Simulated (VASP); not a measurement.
# PbS (R3m) in VASP: settings compared

One crystal, PbS, is run at these levels: BLYP, LDA; tasks: single point.

All numbers are computed with VASP 6.6.1; they aren't measurements. Logs are shortened: lines on timing, memory, paths and dates and some standing lists are left out, and cuts for length are marked.

## Step 1: The crystal as given

The structure is trigonal, space group R3m (No. 160). The conventional cell has a = 4.225 Å, b = 4.225 Å, c = 10.356 Å, α = 90.00°, β = 90.00°, γ = 120.00°. Around Pb (site symmetry 3m) lie 6 S at 2.96 to 3.02 Å. S (site symmetry 3m) has 6 Pb at 2.96 to 3.02 Å as nearest neighbours.

The cell is a database's computed one.

## Step 2: Single point, BLYP

Contents of INCAR:

```
PREC = Accurate
ENCUT = 520
EDIFF = 1E-6
ISMEAR = 0
SIGMA = 0.01
LREAL = False
LASPH = True
NELM = 100
ALGO = Normal
ISIF = 2
LWAVE = False
LCHARG = False
GGA = B5
ALDAX = 1.0
AGGAX = 1.0
AGGAC = 1.0
ALDAC = 0.0
NBANDS = 17
```

Contents of KPOINTS:

```
Automatic mesh
0
Gamma
  5 5 5
```

Contents of POSCAR:

```
PbS
1.0
    2.1126617100      1.2197458000      3.4519162500
   -2.1126617100      1.2197458000      3.4519162500
    0.0000000000     -2.4394916100      3.4519162500
Pb S
1 1
Direct
    0.9805657800      0.9805657800      0.9805657800
    0.4750355500      0.4750355500      0.4750355500
```

Potentials or basis: VASP PAW PBE potentials, release 64 (Pb_d, S).

The run is started by

```
cat potpaw_PBE.64/Pb_d/POTCAR potpaw_PBE.64/S/POTCAR > POTCAR
mpirun -np 1 vasp_std > vasp.out
```

OUTCAR:

```text
PREC = Accurate
   ENCUT = 520
   EDIFF = 1E-6
   ISMEAR = 0
   LREAL = False
   LASPH = True
   NELM = 100
   ISIF = 2
   GGA = B5

 ion  position               nearest neighbor table
   1  0.981  0.981  0.981-   2 2.96   2 2.96   2 2.96   2 3.02   2 3.02   2 3.02
   2  0.475  0.475  0.475-   1 2.96   1 2.96   1 2.96   1 3.02   1 3.02   1 3.02

  LATTYP: Found a trigonal (rhomboedric) cell.
 ALAT       =     4.2269191043
 COS(alpha) =     0.5003774340

  Lattice vectors:

 A1 = (   2.1126617100,   1.2197458000,   3.4519162500)
 A2 = (  -2.1126617100,   1.2197458000,   3.4519162500)
 A3 = (   0.0000000000,  -2.4394916100,   3.4519162500)

Analysis of symmetry for initial positions (statically):
=====================================================================
 Subroutine PRICEL returns:
 Original cell was already a primitive cell.

 Routine SETGRP: Setting up the symmetry group for a
 trigonal (rhombohedral) supercell.

 Subroutine GETGRP returns: Found  6 space group operations
 (whereof  6 operations were pure point group operations)
 out of a pool of 12 trial point group operations.

The static configuration has the point symmetry C_3v.

Analysis of symmetry for dynamics (positions and initial velocities):
=====================================================================
 Subroutine PRICEL returns:
 Original cell was already a primitive cell.

 Routine SETGRP: Setting up the symmetry group for a
 trigonal (rhombohedral) supercell.

 Subroutine GETGRP returns: Found  6 space group operations
 (whereof  6 operations were pure point group operations)
 out of a pool of 12 trial point group operations.

The dynamic configuration has the point symmetry C_3v.

 Subroutine INISYM returns: Found  6 space group operations
 (whereof  6 operations are pure point group operations),
 and found     1 'primitive' translations

----------------------------------------------------------------------------------------

                                     Primitive cell

  volume of cell :      53.3717

  direct lattice vectors                    reciprocal lattice vectors
     2.112661710  1.219745800  3.451916250     0.236668274  0.136640492  0.096564722
    -2.112661710  1.219745800  3.451916250    -0.236668274  0.136640492  0.096564722
     0.000000000 -2.439491610  3.451916250     0.000000000 -0.273280984  0.096564722

  length of vectors
     4.226919104  4.226919104  4.226919104     0.289840027  0.289840027  0.289840028

  position of ions in fractional coordinates (direct lattice)
     0.980565780  0.980565780  0.980565780
     0.475035550  0.475035550  0.475035550

  ion indices of the primitive-cell ions
   primitive index   ion index
                 1           1
                 2           2

----------------------------------------------------------------------------------------

 KPOINTS: Automatic mesh

Automatic generation of k-mesh.
 Grid dimensions read from file:
 generate k-points for:    5    5    5

 Generating k-lattice:

  Cartesian coordinates                     Fractional coordinates (reciprocal lattice)
     0.047333655  0.027328098  0.019312944     0.200000000  0.000000000  0.000000000
    -0.047333655  0.027328098  0.019312944     0.000000000  0.200000000  0.000000000
     0.000000000 -0.054656197  0.019312944     0.000000000  0.000000000  0.200000000

  Length of vectors
     0.057968005  0.057968005  0.057968006

  Shift w.r.t. Gamma in fractional coordinates (k-lattice)
     0.000000000  0.000000000  0.000000000

 Subroutine IBZKPT returns following result:
 ===========================================

 Found     19 irreducible k-points:

 Following reciprocal coordinates:
            Coordinates               Weight
  0.000000  0.000000  0.000000      1.000000
  0.200000  0.000000  0.000000      6.000000
  0.400000  0.000000  0.000000      6.000000
  0.200000  0.200000  0.000000      6.000000
  0.400000  0.200000  0.000000     12.000000
 -0.400000  0.200000  0.000000     12.000000
[... 11 lines left out ...]
  0.400000  0.400000  0.400000      2.000000
 -0.400000  0.400000  0.400000      6.000000
   k-points           NKPTS =     19   k-points in BZ     NKDIM =     19   number of bands    NBANDS=     17
   number of dos      NEDOS =    301   number of ions     NIONS =      2
   total plane-waves  NPLWV =  32768
   dimension x,y,z NGX =    32 NGY =   32 NGZ =   32
   dimension x,y,z NGXF=    64 NGYF=   64 NGZF=   64
   ions per type =               1   1
   NGX,Y,Z   is equivalent  to a cutoff of  12.59, 12.59, 12.59 a.u.
   NGXF,Y,Z  is equivalent  to a cutoff of  25.17, 25.17, 25.17 a.u.
 SYSTEM =  unknown system
   PREC   = accura    normal or accurate (medium, high low for compatibility)
   ISTART =      0    job   : 0-new  1-cont  2-samecut
   ICHARG =      2    charge: 1-file 2-atom 10-const
   ISPIN  =      1    spin polarized calculation?
   LNONCOLLINEAR =      F non collinear calculations
   LSORBIT =      F    spin-orbit coupling
   LASPH  =      T    aspherical Exc in radial PAW
   ENCUT  =  520.0 eV  38.22 Ry    6.18 a.u.   7.86  7.86  7.86*2*pi/ulx,y,z
   NELM   =    100;   NELMIN=  2; NELMDL= -5     # of ELM steps
   EDIFF  = 0.1E-05   stopping-criterion for ELM
   LREAL  =      F    real-space projection
   EDIFFG = 0.1E-04   stopping-criterion for IOM
   NSW    =      0    number of steps for IOM
   IBRION =     -1    ionic relax: 0-MD 1-quasi-New 2-CG
   NFREE  =      0    steps in history (QN), initial steepest desc. (CG)
   ISIF   =      2    stress and relaxation
   ISYM   =      2    0-nonsym 1-usesym 2-fastsym
   POTIM  = 0.5000    time-step for ionic-motion
   TEBEG  =    0.0;   TEEND  =   0.0 temperature during run
   PSTRESS=    0.0 pullay stress
   NELECT =      20.0000    total number of electrons
   NUPDOWN=      -1.0000    fix difference up-down
   EMIN   =  10.00;   EMAX   =-10.00  energy-range for DOS
   EFERMI =   0.00;   METHOD = LEGACY
   ISMEAR =     0;   SIGMA  =   0.01  broadening in eV -4-tet -1-fermi 0-gaus
   EFERMI_NEDOS =   21; number of points for ismear=-14 and -15
   IALGO  =     38    algorithm
   IMIX   =      4    mixing-type and parameters
     AMIX     =   0.40;   BMIX     =  1.00
     AMIX_MAG =   1.60;   BMIX_MAG =  1.00
  volume/ion in A,a.u.               =      26.69       180.08
  Fermi-wavevector in a.u.,A,eV,Ry     =   1.180270  2.230386 18.953411  1.393036
  Thomas-Fermi vector in A             =   2.316565
   LORBIT       =      0    0 simple, 1 ext, 2 COOP (PROOUT), +10 PAW based schemes
   GGA     = B5    functional components
   LHFCALC =     F    Hartree Fock is set to
   AEXX    =    0.0000 exact exchange contribution
   IVDW    =     0    specifies the selected vdW correction
   LEPSILON=     F    determine dielectric tensor
   LRPA    =     F    only Hartree local field effects (RPA)
 non-spin polarized calculation
 Gauss-broadening in eV      SIGMA  =   0.01
  energy-cutoff  :      520.00
  volume of cell :       53.37
 maximum number of plane-waves:      1459
   NGX = 15   NGY = 15   NGZ = 15

 number of electron      20.0000002 magnetization

 Free energy of the ion-electron system (eV)
  ---------------------------------------------------
  ext. energy  EPLUGINS =         0.00000000
  ---------------------------------------------------
  free energy    TOTEN  =        -7.71048640 eV

  energy without entropy =       -7.71048640  energy(sigma->0) =       -7.71048640

 E-fermi :   5.6853     XC(G=0):  -9.0161

 val. band max:        5.5547497284   @ k =   0.4000   0.0000   0.0000
 cond. band min:       6.9442676156   @ k =   0.4000   0.0000   0.0000
 fundamental gap:      1.3895178872
 Fermi energy:         5.6852678143

 k-point     1 :       0.0000    0.0000    0.0000
  band No.  band energies     occupation
      1     -10.8501      2.00000
      2     -10.8497      2.00000
      3     -10.8497      2.00000
      4     -10.8371      2.00000
      5     -10.8371      2.00000
      6      -7.4330      2.00000
[... 9 lines left out ...]
     16      12.9509      0.00000
     17      15.0694      0.00000

 k-point     2 :       0.2000    0.0000    0.0000
  band No.  band energies     occupation
      1     -10.8507      2.00000
      2     -10.8502      2.00000
      3     -10.8480      2.00000
      4     -10.8319      2.00000
      5     -10.8317      2.00000
      6      -7.1148      2.00000
[... 9 lines left out ...]
     16      13.7199      0.00000
     17      17.2690      0.00000

 k-point     3 :       0.4000    0.0000    0.0000
  band No.  band energies     occupation
      1     -10.8650      2.00000
      2     -10.8643      2.00000
      3     -10.8463      2.00000
      4     -10.8098      2.00000
      5     -10.8094      2.00000
      6      -6.4133      2.00000
[... 9 lines left out ...]
     16      15.5485      0.00000
     17      17.4981      0.00000

 k-point     4 :       0.2000    0.2000    0.0000
  band No.  band energies     occupation
      1     -10.8688      2.00000
      2     -10.8577      2.00000
      3     -10.8313      2.00000
      4     -10.8312      2.00000
      5     -10.8289      2.00000
      6      -7.0005      2.00000
[... 9 lines left out ...]
     16      15.1464      0.00000
     17      15.6901      0.00000
[... 243 lines left out ...]
      1     -10.9497      2.00000
      2     -10.8590      2.00000
      3     -10.8250      2.00000
      4     -10.8047      2.00000
      5     -10.7990      2.00000
      6      -5.8556      2.00000
[... 9 lines left out ...]
     16      17.3274      0.00000
     17      18.4131      0.00000

 k-point    18 :       0.4000    0.4000    0.4000
  band No.  band energies     occupation
      1     -10.8643      2.00000
      2     -10.8643      2.00000
      3     -10.8467      2.00000
      4     -10.8096      2.00000
      5     -10.8096      2.00000
      6      -6.4186      2.00000
[... 9 lines left out ...]
     16      15.5513      0.00000
     17      17.5062      0.00000

 k-point    19 :      -0.4000    0.4000    0.4000
  band No.  band energies     occupation
      1     -10.8924      2.00000
      2     -10.8520      2.00000
      3     -10.8377      2.00000
      4     -10.8197      2.00000
      5     -10.8082      2.00000
      6      -6.0924      2.00000
[... 9 lines left out ...]
     16      15.5764      0.00000
     17      17.8150      0.00000

------------------------ aborting loop because EDIFF is reached ----------------------------------------

  FORCE on cell =-STRESS in cart. coord.  units (eV):
  Direction    XX          YY          ZZ          XY          YZ          ZX
  --------------------------------------------------------------------------------------
  -------------------------------------------------------------------------------------
  Total        1.4407188      1.4407188      1.4444595      0.0000000     -0.0000000      0.0000000
  in kB       43.2492938     43.2492935     43.3615849      0.0000000     -0.0000000      0.0000000
  external PRESSURE =      43.2867241 kB  Pullay stress =       0.0000000 kB

 VOLUME and BASIS-vectors are now :
 -----------------------------------------------------------------------------
  energy-cutoff  :      520.00
  volume of cell :       53.37
      direct lattice vectors                 reciprocal lattice vectors
     2.112661710  1.219745800  3.451916250     0.236668274  0.136640492  0.096564722
    -2.112661710  1.219745800  3.451916250    -0.236668274  0.136640492  0.096564722
     0.000000000 -2.439491610  3.451916250     0.000000000 -0.273280984  0.096564722

 POSITION                                       TOTAL-FORCE (eV/Angst)
 -----------------------------------------------------------------------------------
      0.00000     -0.00000     10.15449         0.000000      0.000000     -0.024677
      0.00000     -0.00000      4.91935         0.000000     -0.000000      0.024677
 -----------------------------------------------------------------------------------
    total drift:                                0.000000     -0.000000      0.000049

  FREE ENERGIE OF THE ION-ELECTRON SYSTEM (eV)
  ---------------------------------------------------
  free  energy   TOTEN  =        -7.7104863963 eV

  energy  without entropy=       -7.7104863963  energy(sigma->0) =       -7.71048640
```

It took 13 s on 1 thread of Intel Xeon 6975P-C (Granite Rapids), shared host; peak memory 0.17 GiB.

Results:

```yaml
Free_energy: -7.7105 eV
Pressure: 4.3 GPa
Largest_force: 0.025 eV/Å
```

Forces in eV/Å, atoms in the order of the input:
```
Pb   0.000  0.000 -0.025
S    0.000  0.000  0.025
```

Caveat: this odd mesh misses L, where the gap lies, so gap, dielectric constants and Born charges aren't listed; the PAW data sets were made with another functional, which shifts forces and pressure a little. Spin-orbit coupling is left out, which matters for the levels of Pb.

## Step 3: Single point, LDA

Contents of INCAR:

```
ALGO = Normal
EDIFF = 1E-6
ENCUT = 520
GGA = CA
ISIF = 2
ISMEAR = 0
LASPH = True
LCHARG = False
LREAL = False
LWAVE = False
NBANDS = 17
NELM = 100
PREC = Accurate
SIGMA = 0.01
```

Contents of KPOINTS:

```
k-points
0
Gamma
  5 5 5
```

POSCAR is that of step 2.

Potentials or basis: VASP PAW LDA potentials, release 64 (Pb_d, S).

The run is started by

```
cat potpaw_LDA.64/Pb_d/POTCAR potpaw_LDA.64/S/POTCAR > POTCAR
mpirun -np 1 vasp_std > vasp.out
```

It took 6 s on 1 thread of Intel Xeon 6975P-C (Granite Rapids), shared host; peak memory 0.15 GiB.

The run converged. Its results:

| Property | Result |
| --- | --- |
| Free energy | -9.9730 eV |
| Pressure | -3.9 GPa |
| Largest force | 0.006 eV/Å |

Forces on the atoms (eV/Å):
```
Pb   0.000  0.000  0.006
S    0.000  0.000 -0.006
```

Levels at points of the mesh, in eV from the Fermi level:
| k point | band 8 | band 9 | band 10 | band 11 | band 12 | band 13 |
| --- | --- | --- | --- | --- | --- | --- |
| (0.00, 0.00, 0.00) | -1.67 | -1.67 | -1.67 | 5.36 | 5.38 | 5.38 |

Caveat: this odd mesh misses L, where the gap lies, so gap, dielectric constants and Born charges aren't listed. Spin-orbit coupling is left out, which matters for the levels of Pb.
